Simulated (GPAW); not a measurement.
V:

```
CELL_PARAMETERS angstrom
-1.51435 1.51435 1.51435
1.51435 -1.51435 1.51435
1.51435 1.51435 -1.51435
ATOMIC_POSITIONS crystal
V 0.00000 0.00000 0.00000
```

Base run:

- Program: GPAW 26.7.0
- Functional: revPBE
- Potentials or basis: the program's PAW data sets (release 1.2.1) made for this functional
- Cutoff: 600 eV
- Basis: pw
- k mesh: 12 × 12 × 12
- Occupations: fermi-dirac, width 0.05 eV
- Spin: collinear spin, ferromagnetic start
- Starting moments: [2.0] μB

Its results: pressure -0.9 GPa; net moment 0.00 μB per cell.

Task: The run is repeated on the same cell with these changes: functional from revPBE to PBEsol; potentials or basis from the program's PAW data sets (release 1.2.1) made for this functional to PAW data sets generated in the run's folder for this functional. What comes out?

Result: Pressure -10.7 GPa; net moment 0.00 μB per cell.
